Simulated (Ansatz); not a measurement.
# NbSi2P4 monolayer in a perpendicular field, part 2 of 2

Wanted: the out-of-plane response of the NbSi2P4 monolayer. A positive field points along +c.

Ansatz 0.2.0; plane-wave DFT, PBE-D3(BJ), Ansatz PAW (set soft_1); PAW set soft_1.

So far. Step 2 (Relaxing the slab): The lattice constant a goes from 3.480 to 3.482 Å.

### Step 3. Atoms held, field 0

A sawtooth potential applies the field, turning back in the middle of the vacuum. With the dipole correction the typed value is the field outside the slab. The induced dipole is small, so the SCF threshold is tight.

The cell differs from the one that the last finished run ended in (c 48.171 → 27.484 Å).

File input.yaml:

```yaml
crystal:
  lattice:
    - [3.482057274, 0.0, 0.0]
    - [-1.741028637, 3.0155500567, 0.0]
    - [0.0, 0.0, 27.4837499097]
  atoms:
    - { symbol: P, position: [0.0, 0.0, 0.3274662311] }
    - { symbol: Si, position: [0.3333333333, 0.6666666667, 0.3643867499] }
    - { symbol: P, position: [0.3333333333, 0.6666666667, 0.4457370313] }
    - { symbol: Nb, position: [0.0, 0.0, 0.5] }
    - { symbol: P, position: [0.3333333333, 0.6666666667, 0.5542629687] }
    - { symbol: Si, position: [0.3333333333, 0.6666666667, 0.6356132501] }
    - { symbol: P, position: [0.0, 0.0, 0.6725337689] }
kpoints:
  mp_grid: { grid: [18, 18, 1] }
  band_path:
    path: [[0, 0, 0], [0.5, 0, 0], [0.33333333, 0.33333333, 0], [0, 0, 0]]
    npoints: 16
hamiltonian:
  xc: pbe
  dispersion: d3bj
  pseudopotentials: { kind: paw, azcp: { folder: soft_1 } }
scf:
  occupations: { method: fermi_dirac, width: 0.02585 }
  convergence: { dr2_threshold: 1.0e-10 }
efield:
  axis: 3
  dipole_correction: true
  ramp_position: 0.97
  ramp_width: 0.06
  amplitude: 0
output:
  dos: { projected: true, e_range: [-6, 5] }
  write_potential: true
  write_density: true
  volumetric_format: npy
  elf: true
```

Started as:

```console
$ ansatz run input.yaml --threads 2 --pin off --max-ram 3072MiB --backend cpu --events-out ev --progress --plain --runs-dir out
```

Numbers of over 12 decimals in the logs are rounded to 6 here.

Log:

```text
[...]
Crystal: 7 atoms, lattice volume = 288.588 Å³
Basis set: ecut = 420 eV, 5665 PW (Γ)
Bands: 28, of which v1, the nominal top of the filled ones, is band 21 counted from 1 (20 counted from 0)
Symmetry: 6 space group operations
k-points: 37 of 324 (time reversal used)
[...]
SCF iter   1: F=—  HF=-8853.360620 eV  |F-HF|=—  |Δ(HF+E_count)|=         —  Δρ=4.16e-2  dr2=6.97e0  ethr=3.10e-3  p=0.000 e·Å  D=5.03e-14 V/Å  ΔV_dip=-0.00 eV  dr2_dipole=2.11e-9  V_vac-E_F(+/−)=6.66/6.66 eV  ⟨swp⟩=12.6  Hψ=7796  notcnv=0
efield: sawtooth ramp at fractional position 0.9700 (set: `efield.ramp_position`, or a place that a band, a saddle search or an elastic batch's reference lends), width 0.0600; the density the first Hamiltonian is built on has a dipole p = 0.000 e·Å; the dipole correction subtracts the counter field D = 5.03e-14 V/Å, which shifts the + side's vacuum level by -0.00 eV against the − side's; the planar-averaged density in the ramp window peaks in size at 6.5e-7 e/Å³
[...]
SCF iter   2: F=—  HF=-8852.261621 eV  |F-HF|=—  |Δ(HF+E_count)|=    1.10e0  Δρ=2.63e-2  dr2=3.91e0  ethr=3.10e-3  p=-0.000 e·Å  D=-1.07e-5 V/Å  ΔV_dip=0.00 eV  dr2_dipole=2.79e-8  V_vac-E_F(+/−)=4.02/4.02 eV  ⟨swp⟩=4.7  Hψ=2946  notcnv=0  defer=76
[...]
SCF iter  12: F=-8851.492820 eV  HF=-8851.492820 eV  |F-HF|=1.64e-11  |Δ(HF+E_count)|=  4.00e-10  Δρ=8.18e-8  dr2=2.95e-11  ethr=1.00e-12  p=0.000 e·Å  D=2.13e-7 V/Å  ΔV_dip=-0.00 eV  dr2_dipole=2.32e-12  V_vac-E_F(+/−)=5.48/5.48 eV  ⟨swp⟩=13.8  Hψ=4613  notcnv=0
SCF 1 converged in 12 iterations: F = -8851.492820 eV  dr2 = 2.95e-11
[...]
NSCF: frozen V_eff on 49 k-points
efield: sawtooth ramp at fractional position 0.9700 (kept from the solve that this one continues, or follows in the run), width 0.0600; the density the first Hamiltonian is built on has a dipole p = 0.000 e·Å; the dipole correction subtracts the counter field D = 2.13e-7 V/Å, which shifts the + side's vacuum level by -0.00 eV against the − side's; the planar-averaged density in the ramp window peaks in size at 6.2e-7 e/Å³
WARN: The output density's exchange-correlation potential varies sharply where the density is thin. Do not read a vacuum level from v_tot or v_xc, or from such a field of the output density. On a cell that repeats whose density bears no net charge and no dipole along the vacuum's axis use v_es (v_loc + v_h of the components); under efield.dipole_correction with no amplitude use v_es + v_field, which holds any externa [...]
SCF converged after 12 iterations
Free energy (F): -8851.492820 eV
[...]
Internal energy: -8851.486738 eV  (E = F + TS)
E sigma→0 (E₀):  -8851.489779 eV
Entropy (-TS):   -0.006083 eV (-0.869 meV/atom)
Fermi energy:    0.710010 eV
Dipole field:    D = -0.000001 V/Å  (p = -0.000002 e·Å, saw-weighted, corrected)
Work function:   Φ+ = 5.4814 eV   Φ− = 5.4813 eV
Levels:          The Fermi level and band energies are counted from a zero that moves with the ramp; work functions are not
[...]
--- Band table (eV; the first three rows and the last of 37) ---
  k-point 0: bands = [... 17 lower, -0.1177, 0.3319, 0.3319, 1.0071, 3.6392, 3.6392, 3.8052, 3.8052, ... 3 higher]
  k-point 1: bands = [... 17 lower, -0.2012, 0.2680, 0.3000, 1.0241, 3.5511, 3.6809, 3.7410, 3.8614, ... 3 higher]
  k-point 2: bands = [... 17 lower, -0.4021, 0.0971, 0.2022, 1.0002, 3.3466, 3.3804, 3.9365, 3.9957, ... 3 higher]
  k-point 36: bands = [... 17 lower, -1.7640, -0.5894, 0.1468, 1.4593, 2.6569, 2.7046, 2.7543, 3.6836, ... 3 higher]
```

Run time: 36 s. Hardware: 2 threads of Arm Neoverse V1, shared host; peak memory 0.65 GiB.

Reading the cycles: dr2 is the Hartree energy of the density residual (eV), the measure of convergence; HF is the Harris–Foulkes estimate of the energy, which meets the free energy F at convergence.

This step gave:

```
energy at zero smearing   : -8851.4898 eV
work function, upper face : 5.481 eV
dipole along the normal   : -2.38e-6 e·Å
```

Running mean over a fixed 2.7 Å (it still follows the layers) of the planar mean; the ramp of the sawtooth is left out. The electron's electrostatic potential energy less the Fermi level by z:

z (Å), electron's electrostatic potential energy less the Fermi level (eV) and a bar from the least value:
```
      3.5       5.48 ##############################
      4.0       5.48 ##############################
      4.5       5.48 ##############################
      5.0       5.48 ##############################
      5.5       5.47 ##############################
      6.0       5.43 ##############################
      6.5       5.27 ##############################
      7.0       4.61 ############################
      7.5       2.60 ########################
      8.0      -0.24 ##################
      8.5      -3.13 ############
      9.0      -5.41 ########
      9.5      -6.62 #####
     10.0      -5.99 #######
     10.5      -4.69 #########
     11.0      -3.93 ###########
     11.5      -3.63 ###########
     12.0      -4.09 ##########
     12.5      -6.63 #####
     13.0      -8.86 #
     13.5      -9.17 
     14.0      -9.17 
     14.5      -8.82 #
     15.0      -6.54 #####
     15.5      -4.05 ##########
     16.0      -3.63 ###########
     16.5      -3.94 ###########
     17.0      -4.72 #########
     17.5      -6.04 ######
     18.0      -6.61 #####
     18.5      -5.34 ########
     19.0      -3.05 #############
     19.5      -0.14 ##################
     20.0       2.69 ########################
     20.5       4.64 ############################
     21.0       5.28 ##############################
     21.5       5.44 ##############################
     22.0       5.47 ##############################
     22.5       5.48 ##############################
     23.0       5.48 ##############################
     23.5       5.48 ##############################
     24.0       5.48 ##############################
```

The density of states has structure finer than the step of the table below, so its rows give means over 0.25 eV, whole bins alone (the curve runs from -6 to 1.99 eV). Peaks (eV: height): -4.840: 9.19, -4.130: 11.4, -3.550: 8.71, -2.030: 7.95, -1.340: 13.4, -1.200: 8.96, -1.090: 8.99.

Table of density of states by energy, zero at the Fermi level; means over each step:

```csv
energy (eV),density of states (states/eV a cell)
-5.75,0.363
-5.50,0.367
-5.25,0.829
-5.00,2.08
-4.75,5.60
-4.50,1.60
-4.25,4.42
-4.00,4.06
-3.75,3.11
-3.50,4.46
-3.25,3.55
-3.00,3.78
-2.75,4.44
-2.50,4.22
-2.25,4.54
-2.00,6.43
-1.75,5.43
-1.50,3.42
-1.25,8.42
-1.00,5.84
-0.75,3.66
-0.50,1.81
-0.25,2.17
0.00,3.12
0.25,2.17
0.50,0.616
0.75,0.175
1.00,0
1.25,0
1.50,0.139
1.75,1.90
```

Projected DOS per atom over height of the atomic layer and energy from the Fermi level. Layers: P Si P Nb P Si P from below.

Values in states/eV, 22 rows by 7 columns, each cell a mean:
```
0.32 0.44 0.12 0.53 0.12 0.44 0.32
0.02 0.03 0.00 0.00 0.00 0.03 0.02
0.00 0.00 0.00 0.00 0.00 0.00 0.00
0.01 0.00 0.02 0.17 0.02 0.00 0.01
0.07 0.04 0.09 0.87 0.09 0.04 0.07
0.10 0.08 0.34 1.90 0.34 0.08 0.10
0.08 0.03 0.24 0.80 0.24 0.03 0.08
0.38 0.06 0.82 0.98 0.82 0.06 0.38
0.93 0.19 1.34 1.39 1.34 0.19 0.93
1.16 0.22 0.80 1.07 0.80 0.22 1.16
1.15 0.35 0.78 1.09 0.78 0.35 1.15
1.03 0.36 0.75 0.70 0.75 0.36 1.03
0.76 0.45 0.62 0.52 0.62 0.45 0.76
0.70 0.49 0.49 0.68 0.49 0.49 0.70
0.51 0.45 0.47 0.57 0.47 0.45 0.51
0.51 0.39 0.81 0.78 0.81 0.39 0.51
0.51 0.48 0.66 0.57 0.66 0.48 0.51
0.37 0.40 0.58 0.40 0.58 0.40 0.37
0.64 0.67 0.72 0.51 0.72 0.67 0.64
0.29 0.28 0.13 0.09 0.13 0.28 0.29
0.09 0.07 0.03 0.02 0.03 0.07 0.09
0.08 0.07 0.02 0.01 0.02 0.07 0.08
```
Columns: height of the atomic layer (Å) from 9 to 18.5 (not evenly spaced); rows upwards: energy from the Fermi level (eV) from -5.96 to 1.96.

The electronic bands at the labelled points (eV, zero at the Fermi level):

```csv
point,band 17,band 18,band 19,band 20,band 21,band 22,band 23,band 24
Γ,-0.83,-0.83,-0.38,-0.38,0.30,2.93,2.93,3.10
halfway,-1.72,-1.22,-1.09,-0.98,-0.13,2.02,2.17,2.89
M,-1.80,-1.62,-1.47,-0.63,-0.11,1.55,1.60,2.48
halfway,-2.17,-1.77,-1.31,-0.89,0.22,2.05,2.46,2.62
K,-2.85,-2.47,-1.30,-0.56,0.75,1.95,1.99,2.04
halfway,-2.09,-1.36,-1.06,-0.97,-0.13,2.33,2.78,2.87
Γ,-0.83,-0.83,-0.38,-0.38,0.30,2.93,2.93,3.10
```

Valence density in the ca plane at fractional y = 0.667, with atoms of Si and P within 0.2 Å of it. It is the smooth field of the valence electrons, not physical close to the nuclei.

Ten even steps from '0' (0.00 e/Å³) to '9' (0.79 e/Å³), each cell a mean:
```
00000000000000000012344321001122345432211001
00000000000000000012444321000112356422110001
00000000000000000012344421111233344333321112
00000000000000000001245543234677533357753323
00000000000000000000234434568779733478777654
00000000000000000000133224799426743475159873
00000000000000000000134224689547743477369763
00000000000000000001245544446788633468875444
00000000000000000001345432122455433345532112
```
Columns run along c (16.0 Å, from fractional 0.05 to 0.64 of the cell), rows up along a (3.5 Å). Atoms in or near the plane, at fractional coordinates: Si at (0.36, 0.33), P at (0.45, 0.33), P at (0.55, 0.33), Si at (0.64, 0.33).

Electrostatic potential energy in the ca plane at fractional y = 0.667, with atoms of Si and P within 0.2 Å of it. With pseudopotentials it is smooth inside the atoms' cores, unlike the true potential.

Ten even steps from '0' (-46 eV) to '9' (6 eV), each cell a mean:
```
99999999999999999999888899999999876789999999
99999999999999999998878899999999866789999999
99999999999999999999888889999998877788999998
99999999999999999999987667888667888887678887
99999999999999999999974223784102688861016862
99999999999999999999862562572000589830003742
99999999999999999999872332673000589840004752
99999999999999999999986335886335788874247874
99999999999999999999888778998888888888889988
```
Columns run along c (16.0 Å, from fractional 0.05 to 0.64 of the cell; values clipped at the 3rd and 97th percentile), rows up along a (3.5 Å). Atoms in or near the plane, at fractional coordinates: Si at (0.36, 0.33), P at (0.45, 0.33), P at (0.55, 0.33), Si at (0.64, 0.33).

ELF in the ca plane at fractional y = 0.667, with atoms of Si and P within 0.2 Å of it. It is the smooth field of the valence electrons, not physical close to the nuclei.

Ten even steps from '0' (0.00) to '9' (0.92), each cell a mean:
```
00000000000000013677777652112343112123431113
00000000000000014678766542001222122112221002
00000000000000012467778763224665311136653224
00000000000000000134578865567898621379877655
00000000000000000001356546898447742586458985
00000000000000000000232346997102642561028995
00000000000000000001244336998214742573038995
00000000000000000012468755788788732488778875
00000000000000001345678864346787421258875435
```
Columns run along c (16.0 Å, from fractional 0.05 to 0.64 of the cell), rows up along a (3.5 Å). Atoms in or near the plane, at fractional coordinates: Si at (0.36, 0.33), P at (0.45, 0.33), P at (0.55, 0.33), Si at (0.64, 0.33).

The work function of the upper face is 5.48 eV.

### Step 4. Single point, field 0.1 V/Å

input.yaml: that of step 3 with these lines changed.

```diff
@@ -28,7 +28,6 @@
   dipole_correction: true
-  ramp_position: 0.97
-  ramp_width: 0.06
-  amplitude: 0
+  ramp_position: 0.9552
+  ramp_width: 0.0895
+  amplitude: 0.1
 output:
-  dos: { projected: true, e_range: [-6, 5] }
   write_potential: true
@@ -36,2 +35 @@
   volumetric_format: npy
-  elf: true
```

Log:

```text
[...]
Crystal: 7 atoms, lattice volume = 288.588 Å³
Basis set: ecut = 420 eV, 5665 PW (Γ)
Bands: 28, of which v1, the nominal top of the filled ones, is band 21 counted from 1 (20 counted from 0)
Symmetry: 6 space group operations
k-points: 37 of 324 (time reversal used)
[...]
k-point 0: bands = [... 17 lower, -0.1160, 0.3319, 0.3319, 1.0070, 3.6382, 3.6382, 3.8057, 3.8057, ... 3 higher]
  k-point 1: bands = [... 17 lower, -0.1995, 0.2680, 0.2998, 1.0239, 3.5495, 3.6817, 3.7397, 3.8620, ... 3 higher]
  k-point 2: bands = [... 17 lower, -0.4009, 0.0970, 0.2019, 1.0001, 3.3404, 3.3857, 3.9349, 3.9967, ... 3 higher]
  k-point 36: bands = [... 17 lower, -1.7644, -0.5900, 0.1471, 1.4590, 2.6564, 2.7044, 2.7539, 3.6835, ... 3 higher]
[key lines of the parts left out:]
SCF converged after 13 iterations
Free energy (F): -8851.496151 eV
Fermi energy:    0.709791 eV
Dipole field:    D = 0.041764 V/Å  (p = 0.066607 e·Å, saw-weighted, corrected)
```

The job ended after 36 s (2 threads; peak memory 0.63 GiB; 71 s of CPU time).

The dipole is 0.0666 e·Å.

### Step 5. Atoms held, field -0.1 V/Å

input.yaml: that of step 4 with these lines changed.

```diff
@@ -30,3 +30,3 @@
   ramp_width: 0.0895
-  amplitude: 0.1
+  amplitude: -0.1
 output:
```

Log:

```text
[...]
Crystal: 7 atoms, lattice volume = 288.588 Å³
Basis set: ecut = 420 eV, 5665 PW (Γ)
Bands: 28, of which v1, the nominal top of the filled ones, is band 21 counted from 1 (20 counted from 0)
Symmetry: 6 space group operations
k-points: 37 of 324 (time reversal used)
[...]
k-point 0: bands = [... 17 lower, -0.1161, 0.3317, 0.3317, 1.0069, 3.6380, 3.6380, 3.8055, 3.8055, ... 3 higher]
  k-point 1: bands = [... 17 lower, -0.1997, 0.2678, 0.2997, 1.0238, 3.5493, 3.6816, 3.7396, 3.8619, ... 3 higher]
  k-point 2: bands = [... 17 lower, -0.4010, 0.0968, 0.2017, 0.9999, 3.3402, 3.3855, 3.9347, 3.9966, ... 3 higher]
  k-point 36: bands = [... 17 lower, -1.7645, -0.5901, 0.1470, 1.4588, 2.6563, 2.7042, 2.7537, 3.6833, ... 3 higher]
[key lines of the parts left out:]
SCF converged after 13 iterations
Free energy (F): -8851.496151 eV
Fermi energy:    0.709631 eV
Dipole field:    D = -0.041764 V/Å  (p = -0.066608 e·Å, saw-weighted, corrected)
```

Elapsed: 35 s, on 2 threads; peak memory 0.63 GiB; 70 s of CPU time.

The dipole is -0.0666 e·Å.

### Step 6. Response, atoms held

This step: plane-wave DFT, PBE-D3(BJ), Ansatz PAW (set soft_1); response to a field along the normal, atoms held; PAW set soft_1 (Ansatz 0.2.0).

The dipoles give the slope, and the difference of two potentials shows where the field is screened.

This step gave:

```
equivalent conductor thickness p/(ε₀AE) : 11.48 Å
distance between the outer atoms        : 9.484 Å
```

Table of dipole of the cell by applied field:

```csv
applied field (V/Å),dipole of the cell (e·Å)
-0.1000,-0.0666
0.0000,-2.4e-6
0.1000,0.0666
```

Local field over the applied field, running mean. From the potentials at -0.1 and 0.1 V/Å; running mean over 2.5 Å. Local field over applied field against z:

```csv
z (Å),local field over applied field
4.5,0.999
5.0,0.995
5.5,0.986
6.0,0.961
6.5,0.900
7.0,0.781
7.5,0.613
8.0,0.434
8.5,0.260
9.0,0.125
9.5,0.0692
10.0,0.0625
10.5,0.0638
11.0,0.0724
11.5,0.0674
12.0,0.0430
12.5,0.0303
13.0,0.0264
13.5,0.0167
14.0,0.0169
14.5,0.0266
15.0,0.0305
15.5,0.0438
16.0,0.0681
16.5,0.0721
17.0,0.0637
17.5,0.0625
18.0,0.0699
18.5,0.129
19.0,0.265
19.5,0.440
20.0,0.619
20.5,0.786
21.0,0.903
21.5,0.962
22.0,0.987
22.5,0.996
23.0,0.999
```

The induced electron density oscillates, so the rows of the table below give means over windows of 0.5 Å about each position, cut where the curve ends. Its maxima inside the range that stand out by 2 % of the span (Å: e/Å³ per V/Å): 8.02: 0.00370, 9.30: 8.6e-4, 11.02: 6.9e-4, 12.31: 6.9e-4, 14.31: 7.4e-4, 15.75: -7.6e-5, 17.32: 0.00149, 18.61: -3.6e-4. Its minima: 8.87: 3.6e-4, 10.16: -0.00149, 11.74: 7.6e-5, 13.17: -7.4e-4, 15.17: -6.9e-4, 16.46: -6.9e-4, 18.18: -8.6e-4, 19.47: -0.00370.

Electrons, planar mean, per unit field. Table of induced electron density by z; means over each step:

```csv
z (Å),induced electron density (e/Å³ per V/Å)
4.5,6.2e-6
5.0,2.1e-5
5.5,6.4e-5
6.0,1.9e-4
6.5,5.3e-4
7.0,0.00133
7.5,0.00270
8.0,0.00352
8.5,0.00180
9.0,5.3e-4
9.5,5.4e-4
10.0,-0.00105
10.5,-6.2e-4
11.0,5.8e-4
11.5,3.0e-4
12.0,3.5e-4
12.5,4.7e-4
13.0,-4.6e-4
13.5,-4.2e-4
14.0,4.4e-4
14.5,4.4e-4
15.0,-4.9e-4
15.5,-3.3e-4
16.0,-3.2e-4
16.5,-5.7e-4
17.0,6.8e-4
17.5,0.00102
18.0,-5.8e-4
18.5,-5.2e-4
19.0,-0.00189
19.5,-0.00353
20.0,-0.00265
20.5,-0.00130
21.0,-5.1e-4
21.5,-1.9e-4
22.0,-6.2e-5
22.5,-2.0e-5
23.0,-5.9e-6
```

By hand: between -0.1 and 0.1 V/Å the dipole changes by 0.1332 e·Å, a slope of 0.6661 e·Å²/V. A perfect conductor of thickness t has p = ε₀AEt, so t = 180.95 × 0.6661 / 10.500 = 11.48 Å (e/ε₀ = 180.95 V·Å, A in Å²).

The induced dipole is that of a conductor 11.48 Å thick.

### Step 7. What came out

| Quantity | Value |
| --- | --- |
| gap without field | none |
| work function, upper face | 5.48 eV |
| equivalent conductor thickness, atoms held | 11.5 Å |

The induced dipole equals that of a perfect conductor 11.48 Å thick, while the outer atoms lie 9.48 Å apart. There is no gap over 0.03 eV, with or without the field. The first relaxation ran with spin and lost its moment, and the later runs have none; other magnetic states were not tried. Spin-orbit coupling is left out. The outer anions sit over the metal atoms, one of several polytypes of such layers and not the lowest for every compound.

[Logs are printed without paths, hosts, clocks, repeated set-up lines and the standing remarks that a program may print on its own settings, such as how far it seeks lower states.]

[Hosts, paths, dates, database ids (printed as entryN), source tags and the programs' standing remarks are cut or masked in the printed files.]

[Maps of the electrostatic potential energy from Ansatz leave out the sawtooth potential of an applied field or a dipole correction, so their vacuum need not be flat; planar profiles and work functions include it.]

[The density of states shown here was stored with 400 of the rows of the run's finer table, so its peaks can read low, often by over a quarter, or be missed, and its means over a window can be off by a tenth or more.]
